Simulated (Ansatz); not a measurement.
Te2Mo, a slab with vacuum:

```
CELL_PARAMETERS angstrom
3.56039 0.00000 0.00000
-1.78020 3.08339 0.00000
0.00000 0.00000 24.81126
ATOMIC_POSITIONS crystal
Te 0.33333 0.66667 0.22364
Te 0.66667 0.33333 0.92063
Te 0.66667 0.33333 0.77636
Te 0.33333 0.66667 0.07937
Mo 0.66667 0.33333 0.15154
Mo 0.33333 0.66667 0.84846
```

Base run:

| Item | Value |
| --- | --- |
| Program | Ansatz 0.2.0 |
| Functional | PBE0 |
| Potentials or basis | Ansatz PAW |
| Cutoff | 420 eV |
| Density cutoff | 1680 eV |
| k mesh | 6 × 6 × 2 |
| Occupations | fixed |
| Spin | no spin polarisation |

Its results: band gap on the k mesh 2.08 eV, direct; largest force 0.279 eV/Å.

**Question.** The run is repeated on the same cell with these changes: functional from PBE0 to HSE06; level from pbe0 to hse06. What comes out?

**Answer.** Band gap on the k mesh 1.43 eV, direct; largest force 0.286 eV/Å.

Caveats: spin-orbit coupling is left out, which moves the levels of the heavy elements; the PAW data sets come from PBE, with cores solved anew for the run's functional, which leaves a small shift of forces and pressure.

Not every run made on this cell is shown here.
